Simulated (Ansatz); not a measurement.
The system is CoO.

```xyz
2
Lattice="1.5055 0.8692 2.4399 -1.5055 0.8692 2.4399 0.0000 -1.7384 2.4399" Properties=species:S:1:pos:R:3 pbc="T T T"
Co    0.0000    0.0000    0.0000
O     0.0000    0.0000    3.6599
```

The cell is a database's computed one.

Base run:

* Program: Ansatz 0.2.0
* Functional: PBEsol
* Potentials or basis: Ansatz PAW
* Cutoff: 420 eV
* Density cutoff: 1680 eV
* k mesh: 11 × 11 × 11
* Occupations: fermi-dirac, width 0.05 eV
* Spin: collinear spin, ferromagnetic start
* Starting moments: [2.0, 0.0] μB

Its results: band gap on the k mesh none (metal or under the smearing width); pressure -9.1 GPa; net moment 2.94 μB per cell; site moments Co +2.49; O +0.34 μB.

Q: The run is repeated on the same cell with these changes: functional from PBEsol to RPBE. What comes out?

A: Band gap on the k mesh none (metal or under the smearing width); pressure 6.2 GPa; net moment 2.93 μB per cell; site moments Co +2.50; O +0.32 μB.

RPBE binds less tightly than PBEsol, so the same cell stands under more pressure.

Caveats: a cell with one magnetic atom can't hold antiferromagnetic order, which such compounds often take; semilocal functionals often make such compounds metallic where correlation or magnetic order opens a gap, which also shifts bond lengths; the PAW data sets come from PBE, with cores solved anew for the run's functional, which leaves a small shift of forces and pressure; the potentials were made for another functional, which shifts forces and pressure (some runs).

Not every run made on this cell is shown here.
